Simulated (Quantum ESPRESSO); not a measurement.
**RbCl under changes of volume**

One of the cells (35.094 Å³/atom); the others are scaled copies at fixed shape and fractional positions:

```
Rb Cl
1.0
     0.00000    3.27400    3.27400
     3.27400    0.00000    3.27400
     3.27400    3.27400    0.00000
Rb Cl
1 1
Cartesian
  0.0000 0.0000 0.0000
  3.2740 3.2740 3.2740
```

```yaml
Program: Quantum ESPRESSO 7.5
Functional: PBEsol
Potentials_or_basis: GBRV 1.5 PBEsol
Cutoff: 612 eV
Density_cutoff: 4898 eV
k_mesh: 7 × 7 × 7
Occupations: fermi-dirac, width 0.05 eV
Spin: no spin polarisation
```

```csv
volume (Å³/atom),energy over the lowest point (meV/atom),pressure (GPa),gap on the mesh (eV)
32.989,?,?,?
33.690,2.66,0.7,5.02
34.392,0.52,0.3,4.95
35.094,0.00,-0.1,4.89
35.796,0.91,-0.4,4.83
36.498,3.07,-0.6,4.78
37.200,6.36,-0.9,4.73
```

**Question.** What does the run at 32.989 Å³/atom give?

**Answer.** Energy over the lowest point 6.62 meV/atom; pressure 1.1 GPa; gap on the mesh 5.08 eV.

Worked out: A Birch-Murnaghan fit of order 3 (a polynomial in V^(-2/3)) to the other rows has its minimum at 34.99 Å³/atom with B0 = V·E''(V) = 16.5 GPa and B' = 5.1. It gives 6.62 meV/atom at 32.989 Å³/atom, against the run's 6.62, and -dE/dV = 1.1 GPa, against 1.1. A straight line through the other rows of the gap, of slope -2.91 eV per unit of ln V (its deformation potential), extrapolates to 5.07 eV, against the run's 5.08.

Energies are extrapolated to zero smearing.

Caveats: an odd mesh through Γ misses points on the zone boundary, where band edges often lie (some runs). Spin-orbit coupling on Rb is left out.
